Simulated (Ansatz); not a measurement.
**Tl: response to strain**

Aim: deform Tl (equal xy, yz and zx engineering shear strains of +1 %) and compute stress, forces and field gradients with LAPW, PAW and all-electron datasets made for the crystal.

Program: Ansatz 0.2.0. Level of theory: DFT PBE, scalar-relativistic. These are calculated values, not measurements.

### Step 1. The structure to begin with

It takes space group Im-3m (No. 229, cubic). The conventional cell has a = 3.882 Å, b = 3.882 Å, c = 3.882 Å, α = 90.00°, β = 90.00°, γ = 90.00°. Around Tl (site symmetry m-3m) lie 8 Tl at 3.36 Å.

As a file:

```xyz
1
Lattice="-1.9410 1.9410 1.9410 1.9410 -1.9410 1.9410 1.9410 1.9410 -1.9410" Properties=species:S:1:pos:R:3 pbc="T T T"
Tl    0.0000    0.0000    0.0000
```

### Step 2. After the deformation

Space group Im-3m before, R-3m after.

### Step 3. LAPW, all electrons

Contents of input.yaml:

```yaml
crystal:
  lattice:
    - [-1.92159, 1.941, 1.941]
    - [1.941, -1.92159, 1.941]
    - [1.941, 1.941, -1.92159]
  atoms:
    - { symbol: Tl, position: [0.0, 0.0, 0.0] }
kpoints:
  mp_grid: { grid: [13, 13, 13] }
scf:
  occupations: { method: fermi_dirac, width: 0.05 }
hamiltonian:
  xc: pbe
  pseudopotentials: { kind: all_electron, lapw: { basis_error: 0.00025 } }
output:
  forces: true
  stress: true
  eigenvalues: true
```

Started as:

```bash
> ansatz run input.yaml --threads 1 --pin off --max-ram 2048MiB --backend cpu --events-out ev --progress --plain --runs-dir out
```

### Step 4. PAW on the default files

Changes to input.yaml since step 3:

```diff
@@ -13,3 +13,3 @@
   xc: pbe
-  pseudopotentials: { kind: all_electron, lapw: { basis_error: 0.00025 } }
+  pseudopotentials: { kind: paw }
 output:
@@ -18 +18,2 @@
   eigenvalues: true
+  efg: { contact_densities: true }
```

### Step 5. Datasets made for this crystal

Changes to input.yaml since step 4:

```diff
@@ -13,3 +13,3 @@
   xc: pbe
-  pseudopotentials: { kind: paw }
+  pseudopotentials: { kind: all_electron, datasets: crystal }
 output:
```

(Steps that only read results are left out.)

Q: Predict the outcome of this session. Wanted: pressure; largest shear or deviatoric stress.

**Answer**, as computed:

| quantity | value |
| --- | --- |
| pressure | LAPW 2.29, PAW 2.29, crystal datasets 2.29 GPa |
| largest shear or deviatoric stress (LAPW) | 0.10 GPa |

What this shows: The largest part of the stress beyond the pressure is 0.10 GPa in size. No run of the undeformed cell stands beside it, so pressure and stress hold what the given cell had before the change, as far as its symmetry allows. PAW: stress within 0.01 GPa of LAPW. Crystal datasets: stress within 0.01 GPa of LAPW. Spin-orbit coupling is left out, though the cell holds Tl; in elements this heavy it can shift bands and gaps by tenths of an eV.
